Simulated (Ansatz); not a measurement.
# Ti3Al: two-dimensional strain map

Theory: DFT PBE, scalar-relativistic, plane waves, PAW (Ansatz). Settings: plane waves to 420 eV, k-mesh 12×12×8 (Γ-centred), Gaussian smearing 0.15 eV. No spin polarisation. Energies are free energies at this smearing, counted from the undisturbed cell; pressure is positive in compression.

Reference structure (relaxed at this level; it needn't be the usual structure):

```xyz
8
Lattice="5.7553 0.0000 0.0000 -2.8777 4.9843 0.0000 0.0000 0.0000 4.6541" Properties=species:S:1:pos:R:3 pbc="T T T"
Ti    4.2896    0.8463    1.1635
Ti    1.4119    4.1380    3.4906
Ti    2.8777    3.2917    1.1635
Ti   -1.4119    4.1380    3.4906
Ti    1.4658    0.8463    1.1635
Ti    0.0000    1.6925    3.4906
Al    0.0000    3.3228    1.1635
Al    2.8777    1.6614    3.4906
```

The cell is strained by p along both x and y and by q along z, fractional coordinates fixed. Points are written (p, q).

Energy above the undisturbed cell in meV/atom (a dash: not computed):

```csv
p \ q,-0.050,-0.025,0.000,0.025,0.050
-0.050,155.1,108.1,81.4,72.4,78.6
-0.025,71.8,–,19.1,–,–
0.000,31.8,–,0.0,–,26.8
0.050,53.5,–,62.0,–,116.4
```

Pressure in GPa:

```
 p \ q  -0.050  -0.025  0.000  0.025  0.050
-0.050    23.5    18.5   14.1   10.4    7.3
-0.025    14.4       –    6.3      –      –
 0.000     6.9       –    0.0      –   -5.0
 0.050    -4.0       –   -9.0      –  -12.6
```

Cost: 13 runs of about 8.9 core-minutes in all, on Intel Xeon Processor @ 2.70GHz (shared hosts).